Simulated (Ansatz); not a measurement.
Input of an Ansatz 0.2.0 run:

Contents of input.yaml:

```yaml
crystal:
  lattice:
    - [1.5855, 0.9153888518, 6.1149966667]
    - [-1.5855, 0.9153888518, 6.1149966667]
    - [0.0, -1.8307777036, 6.1149966667]
  atoms:
    - { symbol: Mo, position: [0.005262, -0.011528, 0.006537] }
    - { symbol: S, position: [0.249096, 0.25717, 0.239938] }
    - { symbol: S, position: [0.741757, 0.732644, 0.769804] }
hamiltonian:
  xc: pbe
  pseudopotentials: { kind: paw }
kpoints:
  mp_grid: { grid: [10, 10, 10] }
scf:
  occupations: { method: fermi_dirac, width: 0.05 }
output:
  forces: true
  stress: true
  eigenvalues: true
```

Potentials or basis: Ansatz PAW.

Run with:

```bash
$ ansatz run input.yaml --threads 2 --pin off --max-ram 5120MiB --backend cpu --events-out ev --progress --plain --runs-dir out
```

(1) Predict the largest force.

(2) What does it give for the band gap on the k mesh?

## Answers

(1) 1.601 eV/Å.

(2) none (metal or under the smearing width).

Caveat: the cell's inner coordinates are idealised or old, which leaves forces on the atoms.
